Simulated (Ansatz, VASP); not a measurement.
**Two plane-wave programs on MgO**

```
Mg O
1.0
     3.30347    0.00000    0.00000
    -1.65173    2.86089    0.00000
     0.00000    0.00000    5.01939
Mg O
2 2
Direct
  0.33333 0.66667 0.95644
  0.66667 0.33333 0.45644
  0.33333 0.66667 0.40094
  0.66667 0.33333 0.90094
```

Alike in both runs: task single point; functional PBEsol; k mesh 9 × 9 × 6; occupations gaussian, width 0.05 eV; no spin polarisation.

|  | VASP | Ansatz |
| --- | --- | --- |
| version | VASP 6.6.1 | Ansatz 0.2.0 |
| potentials or method | VASP PAW PBE potentials, release 64 (Mg, O) | scalar-relativistic, plane waves, PAW |
| plane-wave cutoff (eV) | 520 | 520 |
| valence electrons in the cell | 16 | 32 |

Ansatz gave:

```
gap on the k mesh at the Fermi level (eV)       : 3.01
least direct gap on the mesh (eV)               : 3.01
pressure (GPa)                                  : 0.8
largest component of the traceless stress (GPa) : 10.83
rms of the force components (eV/Å)              : 0.347
```

Question: Which values does VASP return?

Answer: gap on the k mesh at the Fermi level (eV): 3.00; least direct gap on the mesh (eV): 3.00; pressure (GPa): 0.5; largest component of the traceless stress (GPa): 10.94; rms of the force components (eV/Å): 0.352.

Atom by atom the forces differ by 0.005 eV/Å (rms over components). With one functional, cell and mesh, what is left measures potentials, basis and numerics. The two sets of potentials don't hold the same shells in valence. Ansatz warned: «pseudo_functional_mismatch».

Caveats: the PAW data sets were made with another functional, which shifts forces and pressure a little (VASP).
